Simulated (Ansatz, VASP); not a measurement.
**RbBr in VASP and in Ansatz**

```xyz
2
Lattice="0.0000 3.4270 3.4270 3.4270 0.0000 3.4270 3.4270 3.4270 0.0000" Properties=species:S:1:pos:R:3 pbc="T T T"
Rb    0.0086   -0.0037   -0.0097
Br    3.4051    3.3998    3.4428
```

Change from the starting cell: atoms moved at random, drawn with an rms of 0.05 Å.

Alike in both runs: task single point; functional PBE; k mesh 7 × 7 × 7; occupations fermi-dirac, width 0.05 eV; no spin polarisation.

|  | VASP | Ansatz |
| --- | --- | --- |
| version | VASP 6.6.1 | Ansatz 0.2.0 |
| potentials or method | VASP PAW PBE potentials, release 64 (Rb_sv, Br) | Ansatz PAW |
| plane-wave cutoff (eV) | 520 | 420 |
| valence electrons in the cell | 16 | 16 |

Ansatz gave:

| Quantity | Value |
| --- | --- |
| gap on the k mesh at the Fermi level (eV) | 4.37 |
| least direct gap on the mesh (eV) | 4.37 |
| pressure (GPa) | 1.0 |
| rms of the force components (eV/Å) | 0.033 |

Q: What did VASP give for the same quantities?

A: gap on the k mesh at the Fermi level (eV): 4.36; least direct gap on the mesh (eV): 4.36; pressure (GPa): 1.0; rms of the force components (eV/Å): 0.034.

Atom by atom the forces differ by 0.000 eV/Å (rms over components). With one functional, cell and mesh, what is left measures potentials, basis and numerics.

Caveats: an odd mesh through Γ misses points on the zone boundary, where band edges often lie (VASP); odd divisions of the mesh miss points on the zone boundary, where band edges often lie, so the gap on the mesh can be too wide (Ansatz).
